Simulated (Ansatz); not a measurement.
Zinc-blende ZnTe, treated with r²SCAN (PAW; Ansatz, an electronic-structure program).

Settings: plane-wave cutoff 500 eV, 6×6×1 k mesh (along the axes of the cell as run), gaussian smearing 0.02 eV, scalar-relativistic PAW data made under PBE.

Task: Predict the surface energy of the (110) face and ionisation potential of the slab.

Result: 
* **surface energy of the (110) face**: 0.32 J/m²
* **ionisation potential of the slab**: 5.40 eV

The slab of 16 atoms is relaxed and unreconstructed.

Spin–orbit coupling is not included.

Static lattice: no zero-point or thermal effects.
